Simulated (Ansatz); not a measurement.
## WSe4: balancing the decomposition

All numbers below come from DFT PBE, scalar-relativistic, plane waves, PAW in Ansatz. All cells share a 420 eV cutoff and Γ-centred k meshes spaced at most about 0.3 Å⁻¹ (about 0.25 or finer for metals, 2π included). No spin polarisation.

The zero of energy is the elements' standard structures at the same level; no fitted shifts are applied.

All energies are static (0 K, no zero-point motion). No dispersion correction is applied, so the spacing and binding between layers, chains or molecules are poorly described (WSe4 P-43m, WSe2 P6_3/mmc). Spin–orbit coupling, which can matter for W, is left out. The reference form of Se is held partly by dispersion forces, which this level lacks.

A trial structure of WSe4 (reached from: SnI4 type (P-43m); relaxed: space group P-43m (No. 215), a = 5.460 Å) has a formation energy of 0.153 eV/atom. At its composition the lowest mixture among the elements and 3 reference phases computed alike (others may be missing) consists of these:

```csv
phase,source,ΔE_f (eV/atom)
Se (solid),element,0.000
WSe2 (P6_3/mmc),COD,-0.561
```

Problem. Write the balanced decomposition and find its energy per atom, per formula unit and per mole of formula units.

Solution. Balancing W and Se gives WSe4 → 2 Se + WSe2. The left side holds 5 atoms, and the products take 2/5 (Se) and 3/5 (WSe2) of them. The mixture therefore lies at 2/5 × (0.000) + 3/5 × (-0.561) = -0.337 eV/atom. The reaction energy is -0.337 − (0.153) = -0.490 eV/atom. Times 5 atoms that is -2.450 eV per WSe4, and times 96.485 it is -236 kJ per mole of WSe4. Decomposition is downhill, so the trial structure is unstable against this mixture.
